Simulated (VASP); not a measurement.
Set up this calculation in VASP 6.6.1, as an ASE script.

```yaml
Task: relaxation of cell and atoms
Functional: PBE
Dispersion: dDsC
Potentials_or_basis: VASP PAW PBE potentials, release 64 (Ho_3), 4f in core
Cutoff: 600 eV
k_mesh: 9 × 9 × 9
Occupations: methfessel-paxton, width 0.2 eV
Spin: collinear spin, ferromagnetic start
Starting_moments: "[4.0] μB"
Hubbard_terms: Ho f U = 6 eV, J = 1.0 eV
LDAUTYPE: 1
Hund's_J: 1
Optimiser: BFGS
Further_INCAR_settings: ALGO = Fast; EDIFF = 1.00e-06
```

The structure of Ho lies in POSCAR:

```
Ho
1.0
   -1.9692100000      2.0039270000      1.9977080000
    1.9643010000     -2.0085610000      1.9974320000
    1.9704140000      2.0097640000     -2.0023420000
Ho
1
Direct
   -0.0170780000     -0.0005570000      0.0023790000
```

This isn't the form of Ho at room conditions, which is hcp.

The cell isn't the ideal one: cell strained at random at fixed volume.

The input as run:

run.py

```python
from ase.calculators.vasp import Vasp
from ase.filters import FrechetCellFilter
from ase.io import read
from ase.optimize import BFGS

atoms = read('POSCAR')
atoms.set_initial_magnetic_moments([4.0])
calc = Vasp(
    directory='calc',
    xc='pbe',
    pp='PBE',
    setups='recommended',
    prec='Accurate',
    encut=600,
    ediff=1e-06,
    ismear=1,
    sigma=0.2,
    lreal=False,
    lasph=True,
    nelm=150,
    algo='Fast',
    isif=2,
    lwave=False,
    lcharg=False,
    ispin=2,
    lorbit=11,
    lmaxmix=6,
    ldautype=1,
    ldauprint=1,
    ivdw=4,
    ldau_luj={'Ho': {'L': 3, 'U': 6, 'J': 1.0}},
    kpts=[9, 9, 9],
    gamma=True,
)
atoms.calc = calc
opt = BFGS(FrechetCellFilter(atoms), trajectory='relax.traj')
converged = opt.run(fmax=0.01, steps=40)
print('converged:', converged)

print('energy (eV):', atoms.get_potential_energy())
print('free energy (eV):', atoms.get_potential_energy(force_consistent=True))
print('forces (eV/A):')
print(atoms.get_forces())
print('stress (eV/A^3, Voigt):', atoms.get_stress())
print('Fermi level (eV):', calc.get_fermi_level())
print('moment (muB):', atoms.get_magnetic_moment())
print('site moments (muB):', atoms.get_magnetic_moments())
print('cell (A, degrees):', atoms.cell.cellpar())
print('volume (A^3):', atoms.get_volume())
print('scaled positions:')
print(atoms.get_scaled_positions())
```

Potentials or basis: VASP PAW PBE potentials, release 64 (Ho_3), 4f in core.

Run with:

```bash
$ python run.py
```

Results of the run:

```json
{"Relaxed volume": "30.00 Å³/atom", "Relaxed cell": "a = 3.485 Å, b = 3.492 Å, c = 3.488 Å, α = 120.07°, β = 89.86°, γ = 120.04°", "Space group after relaxing (to 0.05 Å)": "Fm-3m (No. 225)", "Energy gained by relaxing": "128.6 meV/atom", "Ionic steps": "14", "Pressure after relaxing": "0.0 GPa", "Band gap on the k mesh": "none (metal or under the smearing width)", "Net moment": "0.00 μB per cell", "Valence electrons inside the program's atomic spheres": "Ho 8.09", "Dispersion energy per atom": "-0.244 eV"}
```

Caveat: the magnetic or orbital state may not be the lowest; U is put on an f shell that these potentials keep in the core, so it has next to no effect; spin-orbit coupling is left out, which moves the levels of the heavy elements; the 4f electrons are frozen in the core as for a trivalent ion, so they carry no moment and show no levels; pairwise dispersion overbinds metals, which lowers pressure and volume.

Wall time 36 min on 1 thread of Intel(R) Xeon(R) 6975P-C (Granite Rapids), with other jobs on the host, peak memory 0.35 GiB.
